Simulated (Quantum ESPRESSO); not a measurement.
## HgTe under changes of volume

One of the cells (28.929 Å³/atom); the others are scaled copies at fixed shape and fractional positions:

```
Hg Te
1.0
    -3.04560    3.04560    1.55941
     3.04560   -3.04560    1.55941
     3.04560    3.04560   -1.55941
Hg Te
1 1
Direct
  0.75000 0.25000 0.50000
  0.00000 0.00000 0.00000
```

Measurements of this composition are mostly on another form, of space group No. 216.

```yaml
Program: Quantum ESPRESSO 7.5
Functional: r2SCAN
Potentials_or_basis: SG15 PBE 1.2
Cutoff: 952 eV
Density_cutoff: 3810 eV
k_mesh: 4 × 4 × 4
Occupations: fermi-dirac, width 0.05 eV
Spin: no spin polarisation
```

```csv
volume (Å³/atom),energy over the lowest point (meV/atom),pressure (GPa)
27.193,2.51,1.3
27.772,0.00,0.1
28.351,1.30,-0.9
28.929,5.92,-1.7
29.508,?,?
30.086,23.44,-3.1
30.665,35.65,-3.7
```

Question: What does the run at 29.508 Å³/atom give?

Answer: Energy over the lowest point 13.42 meV/atom; pressure -2.5 GPa.

Worked out: A Birch-Murnaghan fit of order 3 (a polynomial in V^(-2/3)) to the other rows has its minimum at 27.85 Å³/atom with B0 = V·E''(V) = 50 GPa and B' = 5.6 at fixed shape and positions, which overstates the stiffness. It gives 13.43 meV/atom at 29.508 Å³/atom, against the run's 13.42, and -dE/dV = -2.4 GPa, against -2.5.

Energies are extrapolated to zero smearing.

Caveats: all runs use coarse meshes; the potentials were made for another functional, which shifts forces and pressure.
